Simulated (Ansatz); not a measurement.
Runs of Ansatz 0.2.0 on GaP. The structure is cubic, space group F-43m (No. 216). The conventional cell has a = 5.451 Å, b = 5.451 Å, c = 5.451 Å, α = 90.00°, β = 90.00°, γ = 90.00°. Ga (site symmetry -43m) is surrounded by 4 P at 2.36 Å. P (site symmetry -43m) is surrounded by 4 Ga at 2.36 Å. 

```csv
task,level,potentials or basis,spin,cell,k mesh,cutoff (eV),smearing,gap on the mesh (eV),pressure (GPa),relaxed volume (Å³/atom)
band structure,PBEsol,"all-electron LAPW, relativistic spinors","SOC, no magnetisation",as given,6 × 6 × 6,278,fermi-dirac 0.05 eV,1.48,-0.6,-
single point,PBE,"all-electron LAPW, scalar-relativistic",off,as given,8 × 8 × 8,278,gaussian 0.013 eV,1.64,2.5,-
relaxation of cell and atoms,BLYP,"all-electron LAPW, scalar-relativistic",off,relaxed,8 × 8 × 8,-,fermi-dirac 0.05 eV,1.03,0.0,(a)
single point,PBE,"all-electron LAPW, scalar-relativistic",off,as given,8 × 8 × 8,278,gaussian 0.014 eV,1.64,2.5,-
relaxation of cell and atoms,PBEsol+D3(BJ),"all-electron LAPW, scalar-relativistic",off,relaxed,8 × 8 × 8,-,fermi-dirac 0.05 eV,(b),0.0,19.58
relaxation of cell and atoms,LDA,"all-electron LAPW, scalar-relativistic",off,relaxed,8 × 8 × 8,-,fermi-dirac 0.05 eV,(c),0.0,19.59
```

Alike in all rows: basis error allowed 0.001 eV/atom.

Problem. Estimate the missing entries.

Solution. (a) 21.94; (b) 1.45; (c) 1.43.

A k mesh can miss the band edges, and rows without SOC leave out spin-orbit coupling on Ga.
